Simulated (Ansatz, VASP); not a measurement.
**Cu in VASP and in Ansatz**

```
CELL_PARAMETERS angstrom
2.56662 0.00000 0.00000
-1.28331 2.22276 0.00000
0.00000 0.00000 18.19127
ATOMIC_POSITIONS crystal
Cu 0.66667 0.33333 0.38480
Cu 0.33333 0.66667 0.49814
Cu 0.00000 0.00000 0.61148
```

Alike in both runs: functional PBE; k mesh 12 × 12 × 1; occupations gaussian, width 0.1 eV; no spin polarisation.

Ansatz relaxed the structure, and its values are those at the end. VASP's run is a single point on that final structure, the one shown.

```csv
,VASP,Ansatz
version,VASP 6.6.1,Ansatz 0.2.0
potentials or method,"VASP PAW PBE potentials, release 64 (Cu)","scalar-relativistic, plane waves, PAW"
plane-wave cutoff (eV),520,420
valence electrons in the cell,33,57
```

```csv
,VASP,Ansatz,Ansatz less VASP
gap on the k mesh at the Fermi level (eV),none,none,-
rms of the force components (eV/Å),0.012,0.003,-0.0086
"work function, face that differs most (eV)",4.60,4.73,+0.136
```

A gap of «none» marks a metal or a gap that the smearing closes. With one functional, cell and mesh, what is left measures potentials, basis and numerics. The two sets of potentials don't hold the same shells in valence. Ansatz warned: «xc_potential_rough_in_thin_density».
